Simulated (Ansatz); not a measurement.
# Si2W (P6_222) in Ansatz: further runs

The runs below take Si2W through single point, with HSE06, PBE0.

Program: Ansatz 0.2.0. These are calculated values, not measurements. Logs are shortened: lines on timing, memory, paths and dates and some standing lists are left out, and cuts for length are marked.

### Step 1. Starting point

Symmetry: P6_222, No. 180, hexagonal system. Conventional cell: a = 4.617 Å, b = 4.617 Å, c = 6.653 Å, α = 90.00°, β = 90.00°, γ = 120.00°. W (site symmetry 222) is surrounded by 10 Si at 2.59 to 2.69 Å. Si (site symmetry 2) is surrounded by 5 Si at 2.57 to 2.69 Å and 5 W at 2.59 to 2.69 Å.

Measurements of this composition are mostly on another form, of space group No. 139.

### Step 2. Single point, HSE06

The input, input:

```
crystal:
  lattice:
    - [4.6168523821, 0.0, 0.0]
    - [-2.3084261911, 3.9983114484, 0.0]
    - [0.0, 0.0, 6.653222]
  atoms:
    - { symbol: W, position: [0.5, 0.0, 0.5] }
    - { symbol: W, position: [0.5, 0.5, 0.8333333333] }
    - { symbol: W, position: [0.0, 0.5, 0.1666666667] }
    - { symbol: Si, position: [0.327252, 0.163626, 0.1666666667] }
    - { symbol: Si, position: [0.836374, 0.163626, 0.8333333333] }
    - { symbol: Si, position: [0.163626, 0.327252, 0.5] }
    - { symbol: Si, position: [0.672748, 0.836374, 0.1666666667] }
    - { symbol: Si, position: [0.163626, 0.836374, 0.8333333333] }
    - { symbol: Si, position: [0.836374, 0.672748, 0.5] }
hamiltonian:
  xc: hse06
  pseudopotentials: { kind: paw }
kpoints:
  mp_grid: { grid: [6, 6, 4] }
scf:
  occupations: { method: fermi_dirac, width: 0.05 }
output:
  forces: true
  stress: true
  eigenvalues: true
```

Potentials or basis: Ansatz PAW.

Standard output:

```text
Warning: output.stress: scf.convergence.dr2_threshold = 1e-7 eV (the SCF's general default) is looser than the 9e-10 eV advised for a printed stress (1e-10 eV for each atom of the cell: 9). What an SCF threshold leaves in a stress goes as its square root, and in the free energy as the threshold itself, and one threshold admits the most on a small cell: of the crystals measured, under no hybrid functional and no lock of the moments, on runs that ended without the residual-converged pass, on stresses that held no estimate of that error, the worst erred by over 100 MPa in a component at 1e-7 eV an atom and by under 5 at 1e-10. Set scf.convergence.dr2_threshold to 9e-10 eV or tighter. The threshold is an SCF's pass mark: one that does not reach it within its budget of iterations ends unconverged, or closes short of it on a stop that the run arms, and scf.convergence.dr2_threshold's page says what that costs each kind of run
Warning: output.stress: scf.exx.energy_threshold = 1e-6 eV is looser than the 9e-8 eV advised for a stress under a hybrid functional (1e-8 eV for each atom of the cell: 9). Every SCF of the exchange loop can meet its threshold on dr2 while the loop round them stops early: no threshold on dr2 bounds what that leaves in the stress. Set scf.exx.energy_threshold to 9e-8 eV or tighter. The threshold is the loop's pass mark: a loop that does not reach it within its budget of cycles ends unconverged, and scf.exx.energy_threshold's page has the law
GPUs: using 1 of 1 available (devices: 1).
Engine: ansatz 0.2.0, x86_64-unknown-linux-gnu
Pseudopotentials: kind: paw
Pseudopotential: W, paw, valence charge 14, recommended cutoff 420 eV (normal), W.paw.azcp
Pseudopotential: Si, paw, valence charge 4, recommended cutoff 420 eV (normal), Si.paw.azcp
Functional definition: HSE06
  parameter a = 0.25
  parameter omega = 0.11/bohr
  exchange = pbe_x - a*pbe_x_sr(omega) + a*exact_x_sr(omega)
  correlation = pbe_c
device memory: the entry about to start is reckoned to put 1.6 GiB on a device that reports 48.8 GiB free (of which the cap on the GPU budget leaves the run 18.0 GiB)
GPU FFT provider: cuFFT
GPU libraries: cuBLAS 13.8.2, cuFFT 12.4.0, cuSOLVER 12.3.4
Crystal: 9 atoms, lattice volume = 122.816 Å³
Basis set: ecut = 420 eV, 2405 PW (Γ), exchange–correlation on 64×64×90 points (8 copies of the dense FFT grid, shifted against one another)
Bands: 42, of which v1, the nominal top of the filled ones, is band 33 counted from 1 (32 counted from 0)
Symmetry: 12 space group operations
Space group: P6222 (ITA 180), of the structure as read, at distance tolerance 5.0e-5 Å
k-points: 21 of 144 (time reversal used)
Non-local potential: W, projectors of the file, l = 0: 3, l = 1: 2, l = 2: 2, l = 3: 1
Non-local potential: Si, projectors of the file, l = 0: 2, l = 1: 2, l = 2: 2
PAW form: soft (Blöchl's): semilocal exchange-correlation on the pseudo side does not see the compensation charge
PAW frozen core: W, regenerated for the run's functional, and the local potential with it (the file was generated under x = pbe(κ = 0.804, μ = 0.2195149727645171), c = pbe(β = 0.06672455060314922))
PAW frozen core: Si, regenerated for the run's functional, and the local potential with it (the file was generated under x = pbe(κ = 0.804, μ = 0.2195149727645171), c = pbe(β = 0.06672455060314922))
PAW one-centre angular grid: W, 590 points (default); XC on 64 Gauss nodes
PAW one-centre angular grid: Si, 110 points (default); XC on 64 Gauss nodes
Initial density: superposition of atomic densities (neutral atoms: chi_scale 0, normalization atom), corrected by the library's trained network
Initial wavefunctions: pseudopotential atomic-orbital guess
GPU buffer pool allocated for 46080 grid points (all kernels)
GPU transforms: local potential and band sums: pruned to the plane-wave sphere, on 32×32×45
Functional: x = pbe(κ = 0.804, μ = 0.2195149727645171), c = pbe(β = 0.06672455060314922), warm-up for x = pbe(κ = 0.804, μ = 0.2195149727645171) + 0.25 (exact − pbe) at short range (hse, ω = 0.20786987370883472 Å⁻¹), c = pbe(β = 0.06672455060314922); HSE06 as pw.x's `hse` composes it (authors' and Libxc's form: `xc: wpbeh`)
SCF iter   1: F=—  HF=-34971.736737 eV  |F-HF|=—  |Δ(HF+E_count)|=         —  Δρ=6.72e-3  dr2=2.57e-2  ethr=1.77e-3  ⟨swp⟩=9.1  Hψ=3994  notcnv=0
preconditioner: auto → Kerker (q_TF=auto, 2.460 Å⁻¹)  [metal: Δε(μ)=0.013 eV  Ē_g=7.497 eV  σ=0.050 eV  W_gap=0.06  n_scr=34 (ndim 8)  ℏωp=21.7 eV  f_vac=0.000  D(μ)=0.46/eV (n_scr^D=0)]
SCF iter   2: F=—  HF=-34971.734196 eV  |F-HF|=—  |Δ(HF+E_count)|=   2.54e-3  Δρ=3.81e-3  dr2=8.94e-3  ethr=3.89e-5  ⟨swp⟩=6.2  Hψ=2026  notcnv=0  defer=19
iter 3 solved again at ethr=2.12e-7 eV; its pass at ethr=1.35e-5 eV (dr2=1.40e-4 eV) is discarded
SCF iter   3: F=—  HF=-34971.733050 eV  |F-HF|=—  |Δ(HF+E_count)|=   1.15e-3  Δρ=3.68e-4  dr2=1.42e-4  ethr=2.12e-7  ⟨swp⟩=4.7  Hψ=4304  notcnv=0  defer=1
[... 32 lines left out ...]
Exchange kernel: α = 0.2500, screened, ω = 0.2079 Å⁻¹, Wigner–Seitz truncation, v(0) = 1046.9088 eV·Å³, q-mesh 6×6×4, nearest image of the exchange supercell L = 26.61 Å, pair-density grid 24×24×30, without the augmentation charges, whose exchange is taken in its separable form by FFT convolution over the k-point mesh (sized by the pseudopotential files, 27×27×45 at the most), smooth part of the exact exchange by density-matrix convolution in up to 6.64 GiB of GPU memory as planned if the GPU has room (build and FFT work areas not counted)
Frozen-core exchange: fock
SCF iter   1: F=—  HF=-34977.637850 eV  |F-HF|=—  |Δ(HF+E_count)|=         —  Δρ=8.63e-5  dr2=7.76e-6  ethr=3.30e-7  ⟨swp⟩=5.9  Hψ=2668  notcnv=0
preconditioner: auto → none  [insulator: Δε(μ)=0.431 eV  Ē_g=8.669 eV  σ=0.050 eV  W_gap=0.97  n_scr=34 (ndim 8)  ℏωp=21.7 eV  f_vac=0.000  D(μ)=0.02/eV (n_scr^D=0)]
SCF iter   2: F=—  HF=-34977.637848 eV  |F-HF|=—  |Δ(HF+E_count)|=   2.15e-6  Δρ=2.43e-5  dr2=6.76e-7  ethr=1.09e-8  ⟨swp⟩=3.0  Hψ=1899  notcnv=0
SCF iter   3: F=—  HF=-34977.637851 eV  |F-HF|=—  |Δ(HF+E_count)|=   3.13e-6  Δρ=1.36e-5  dr2=1.03e-7  ethr=3.97e-10  ⟨swp⟩=5.0  Hψ=2944  notcnv=0
SCF iter   4: F=—  HF=-34977.637851 eV  |F-HF|=—  |Δ(HF+E_count)|=   2.66e-8  Δρ=2.94e-6  dr2=6.42e-8  ethr=1.27e-10  ⟨swp⟩=2.5  Hψ=1611  notcnv=0
SCF iter   5: F=—  HF=-34977.637851 eV  |F-HF|=—  |Δ(HF+E_count)|=   2.85e-7  Δρ=3.73e-6  dr2=1.23e-8  ethr=1.94e-11  ⟨swp⟩=5.7  Hψ=3041  notcnv=0
SCF iter   6: F=—  HF=-34977.637851 eV  |F-HF|=—  |Δ(HF+E_count)|=   2.86e-9  Δρ=3.90e-7  dr2=5.74e-9  ethr=1.36e-11  ⟨swp⟩=3.0  Hψ=1793  notcnv=0
SCF iter   7: F=—  HF=-34977.637851 eV  |F-HF|=—  |Δ(HF+E_count)|=   2.75e-8  Δρ=1.01e-6  dr2=1.20e-9  ethr=1.67e-12 (applied; sched 1.00e-12)  ⟨swp⟩=4.9  Hψ=2509  notcnv=0
SCF iter   8: F=-34977.637851 eV  HF=-34977.637851 eV  |F-HF|=2.91e-11  |Δ(HF+E_count)|=   2.68e-9  Δρ=3.72e-7  dr2=7.74e-11  ethr=1.34e-12 (applied; sched 1.00e-12)  ⟨swp⟩=4.8  Hψ=1960  notcnv=0
SCF 3 converged in 8 iterations: F = -34977.637851 eV  dr2 = 7.74e-11
  Residual-converged pass: ⟨swp⟩=3.0  Hψ=1826  notcnv=0  max |occ|·‖R‖ = 2.6e-7 eV (tolerance 2.7e-7 eV)  dr2=7.79e-11  dr2_onsite=4.48e-12  max |Δocc| = 5.4e-13
hybrid outer 2: dexx = +5.415e-6 eV, tail = 2.46e-8 eV, Δε = 2.05e-3 eV (about 4.74e-5 eV left of the loop's levels), ΔF = 1.03e-4 eV/Å (tail 2.97e-5)
hybrid SCF converged: 2 outer / 14 inner (+7 warm-up), last move |dexx| = 5.42e-6 eV, tail = 2.46e-8 eV
Stability not checked: this state was not tested for a lower state beside it, because the functional holds exact exchange (a hybrid, or Hartree-Fock), whose exchange loop this test does not read (fock_operator; see scf.lower_state_search)
Free energy (F): -34977.637852 eV
Frozen-core exchange: fock
Harris-Foulkes:  -34977.637852 eV  (|F-HF|=2.91e-11)
Internal energy: -34977.637543 eV  (E = F + TS)
E sigma→0 (E₀):  -34977.637697 eV
Entropy (-TS):   -0.000309 eV (-0.034 meV/atom)
Fermi energy:    17.151481 eV
--- Per-component energies (eV) ---
  E_band       = -353.835183
  E_kinetic    = 1619.142421
  E_local      = -2842.857748  (includes V_loc(G=0)·N_el)
  E_nonlocal   = 150.316394
  E_hartree    = 1114.671764
  E_xc         = -916.953281
  E_vxc        = -810.787859  (∫ρ·V_xc dr)
  E_exx        = -157.503398  (= α·E_x^exact, valence–valence)
  E_paw        = -28837.287925  (= ΣΔE_a)
  E_vpaw       = -383.984475  (= ΣTr[D̂ρ^β])
  E_aug_tail   = -0.000146  (compensation charges beyond the density's cutoff)
  E_ewald      = -5098.042412
  E_core_change = -9.123213  (= ΣΔE_core)
  E_smearing   = -0.000309  (= −TS)
  E_closure    = 0.000000  (closes the sum)
  Σ components = -34977.637852   (vs F -34977.637852, Δ=7.28e-12)
--- Forces (eV/Å), atoms counted from 1 ---
  atom   1  W      0.00000000     0.00000000    -0.00000000
  atom   2  W     -0.00000000    -0.00000000     0.00000000
  atom   3  W     -0.00000000     0.00000000    -0.00000000
  atom   4  Si    -0.01067138    -0.00616113     0.00000000
  atom   5  Si     0.01067138    -0.00616113     0.00000000
  atom   6  Si     0.00000000    -0.01232225    -0.00000000
  atom   7  Si     0.01067138     0.00616113    -0.00000000
  atom   8  Si    -0.01067138     0.00616113    -0.00000000
  atom   9  Si    -0.00000000     0.01232225     0.00000000
  max |Σ_I F_I| component: 1.68e-16 eV/Å
--- Stress (GPa, compression-positive) ---
       -5.965533      -0.000000      -0.000000
       -0.000000      -5.965533      -0.000000
       -0.000000      -0.000000      -6.620527
  P = ⅓ Tr σ = -6.1839 GPa (-61.839 kbar)
--- Band table (eV; the first three rows and the last of 21) ---
  k-point 0: bands = ["-61.1427", "-61.1280", "-61.1280", "-24.2031", "-24.1891", "-24.1891", "-24.1670", "-24.1670", "-24.0763", "-24.0348", "-24.0348", "-24.0130", "0.7250", "4.2914", "4.2914", "8.5247", "9.0931", "9.0931", "9.8872", "9.8872", "10.7975", "11.1519", "11.1519", "11.4167", "12.5305", "12.5305", "13.0790", "13.0790", "13.1786", "13.1786", "13.5376", "14.0017", "15.9404", "19.7364", "19.7364", "19.8132", "19.9566", "20.1234", "20.2628", "20.2628", "20.4039", "20.4039"]
  k-point 1: bands = ["-61.1414", "-61.1329", "-61.1244", "-24.2306", "-24.1931", "-24.1776", "-24.1591", "-24.1317", "-24.0794", "-24.0686", "-24.0293", "-24.0050", "0.9866", "2.9021", "5.6494", "8.7341", "9.0369", "9.4031", "9.4701", "10.0795", "10.4211", "10.6318", "10.8137", "10.8329", "12.7108", "12.8235", "12.9474", "13.2035", "13.4443", "13.6911", "14.0463", "14.0926", "16.5122", "18.7597", "19.4465", "19.9633", "20.0052", "20.0342", "20.0952", "20.2702", "20.3645", "20.4016"]
  k-point 2: bands = ["-61.1378", "-61.1378", "-61.1231", "-24.2457", "-24.1819", "-24.1705", "-24.1705", "-24.0831", "-24.0831", "-24.0732", "-24.0732", "-23.9937", "1.7428", "1.7428", "6.4332", "8.5837", "9.2058", "9.2058", "9.3182", "10.0543", "10.0543", "10.7661", "10.7661", "10.7762", "12.4084", "12.7417", "12.7417", "12.9059", "13.8419", "13.8419", "13.9514", "16.1562", "16.1562", "19.4215", "19.4255", "19.4255", "19.7897", "19.8253", "19.8253", "20.0394", "20.1967", "20.6542"]
  k-point 20: bands = ["-61.1379", "-61.1304", "-61.1304", "-24.2334", "-24.2177", "-24.2177", "-24.1329", "-24.1329", "-24.1049", "-24.0296", "-24.0296", "-23.9911", "4.3529", "4.3529", "4.6665", "5.5947", "5.5947", "6.6890", "9.9071", "10.0747", "10.0747", "10.8189", "12.2625", "12.2625", "12.8901", "12.8901", "13.0233", "13.0370", "14.8653", "14.8653", "15.2608", "15.2608", "16.2736", "17.9340", "17.9340", "18.2942", "19.1875", "19.1875", "19.6983", "19.6983", "19.8116", "20.7203"]
```

It took 45 s on 1 × NVIDIA H100 80GB HBM3 with 2 threads of AMD EPYC 7R13 (Zen 3), shared host; peak memory 4.2 GiB.

Results:

```yaml
Free_energy: -34977.6379 eV
Pressure: -6.2 GPa
Largest_force: 0.012 eV/Å
Band_gap_on_the_k_mesh: 0.43 eV, indirect (least direct gap 1.11 eV)
```

Forces in eV/Å, atoms in the order of the input:
```
W    0.000  0.000  0.000
W    0.000  0.000  0.000
W    0.000  0.000  0.000
Si  -0.011 -0.006  0.000
Si   0.011 -0.006  0.000
Si   0.000 -0.012  0.000
Si   0.011  0.006  0.000
Si  -0.011  0.006  0.000
Si   0.000  0.012  0.000
```

Stress tensor (GPa, compression positive):
```
-5.97  0.00  0.00
 0.00 -5.97  0.00
 0.00  0.00 -6.62
```

Caveat: spin-orbit coupling is left out, which moves the levels of the heavy elements; the PAW data sets come from PBE, with cores solved anew for the run's functional, which leaves a small shift of forces and pressure; the thresholds are loose for stress. A k mesh can miss the band edges.

### Step 3. Single point, PBE0

input, as its differences from that of step 2:

```diff
@@ -16,3 +16,3 @@
 hamiltonian:
-  xc: hse06
+  xc: pbe0
   pseudopotentials: { kind: paw }
```

Potentials or basis: Ansatz PAW.

Run time: 55 s. Hardware: 1 × NVIDIA H100 80GB HBM3 with 2 threads of AMD EPYC 7R13 (Zen 3), shared host; peak memory 4.2 GiB.

Results (log left out):

```
Free energy            : -34971.3054 eV
Pressure               : -6.5 GPa
Largest force          : 0.023 eV/Å
Band gap on the k mesh : 1.03 eV, indirect (least direct gap 1.72 eV)
```

Forces in eV/Å, atoms in the order of the input:
```
W    0.000  0.000  0.000
W    0.000  0.000  0.000
W    0.000  0.000  0.000
Si  -0.020 -0.012  0.000
Si   0.020 -0.012  0.000
Si   0.000 -0.023  0.000
Si   0.020  0.012  0.000
Si  -0.020  0.012  0.000
Si   0.000  0.023  0.000
```

Stress tensor (GPa, compression positive):
```
-6.37  0.00  0.00
 0.00 -6.37  0.00
 0.00  0.00 -6.84
```

Levels at points of the mesh, in eV from the valence-band top:
```tsv
k point	band 31	band 32	band 33	band 34	band 35	band 36
(0.00, 0.00, 0.00)	-3.46	-3.01	-1.04	3.44	3.44	3.54
(0.00, 0.00, -0.50)	-3.06	-0.79	-0.79	3.14	3.14	3.16
(0.00, -0.50, 0.00)	-1.78	-1.31	-0.69	1.03	1.96	1.97
(0.00, -0.50, -0.50)	-2.29	-1.38	0.00	1.82	2.16	2.34
```

Caveat: spin-orbit coupling is left out, which moves the levels of the heavy elements; the PAW data sets come from PBE, with cores solved anew for the run's functional, which leaves a small shift of forces and pressure; the thresholds are loose for stress. A k mesh can miss the band edges.
